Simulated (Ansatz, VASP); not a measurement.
This is a calculation of SnSe for VASP 6.6.1.

File INCAR:

```
PREC = Accurate
ENCUT = 520
EDIFF = 1E-6
ISMEAR = -1
SIGMA = 0.05
LREAL = F
LASPH = T
NELM = 100
ALGO = Normal
ISIF = 2
LWAVE = F
LCHARG = F
GGA = PS
NBANDS = 28
```

Contents of KPOINTS:

```
regular mesh
0
Gamma
  6 6 3
```

Contents of POSCAR:

```
SnSe
1.0
    4.2565659658      0.0000000000      0.0000000000
    0.0000000000      4.2565659658      0.0000000000
    0.0000000000      0.0000000000     10.9169268730
Sn Se
2 2
Direct
    0.0000000000      0.5000000000      0.6277708900
    0.5000000000      0.0000000000      0.3722291100
    0.0000000000      0.5000000000      0.3839605100
    0.5000000000      0.0000000000      0.6160394900
```

Potentials or basis: VASP PAW PBE potentials, release 64 (Sn_d, Se).

Launch:

```sh
$ cat potpaw_PBE.64/Sn_d/POTCAR potpaw_PBE.64/Se/POTCAR > POTCAR
$ mpirun -np 1 vasp_std > vasp.out
```

**Question.** Translate it to Ansatz 0.2.0. Potentials there: Ansatz PAW.

**Answer.** As run (the cutoff follows the program's own potentials):

File input.yaml:

```yaml
crystal:
  lattice:
    - [4.2565659658, 0.0, 0.0]
    - [0.0, 4.2565659658, 0.0]
    - [0.0, 0.0, 10.916926873]
  atoms:
    - { symbol: Sn, position: [0.0, 0.5, 0.62777089] }
    - { symbol: Sn, position: [0.5, 0.0, 0.37222911] }
    - { symbol: Se, position: [0.0, 0.5, 0.38396051] }
    - { symbol: Se, position: [0.5, 0.0, 0.61603949] }
hamiltonian:
  xc: pbesol
  pseudopotentials: { kind: paw }
kpoints:
  mp_grid: { grid: [6, 6, 3] }
scf:
  occupations: { method: fermi_dirac, width: 0.05 }
output:
  forces: true
  stress: true
  eigenvalues: true
```

Potentials or basis: Ansatz PAW.

Run with:

```console
$ ansatz run input.yaml --threads 1 --pin off --max-ram 3584MiB --backend cpu --events-out ev --progress --plain --runs-dir out
```

Both were run:

|  | VASP | Ansatz | Ansatz less VASP |
| --- | --- | --- | --- |
| gap on the k mesh at the Fermi level (eV) | 1.44 | 1.45 | +0.008 |
| least direct gap on the mesh (eV) | 1.44 | 1.45 | +0.008 |
| rms of the force components (eV/Å) | 0.086 | 0.078 | -0.0083 |

Atom by atom the forces differ by 0.010 eV/Å (rms over components). The two sets of potentials don't hold the same shells in valence.

Caveats: spin-orbit coupling is left out, which moves the levels of the heavy elements; the PAW data sets were made with another functional, which shifts forces and pressure a little (VASP); odd divisions of the mesh miss points on the zone boundary, where band edges often lie, so the gap on the mesh can be too wide (Ansatz); the PAW data sets come from PBE, with cores solved anew for the run's functional, which leaves a small shift of forces and pressure (Ansatz).
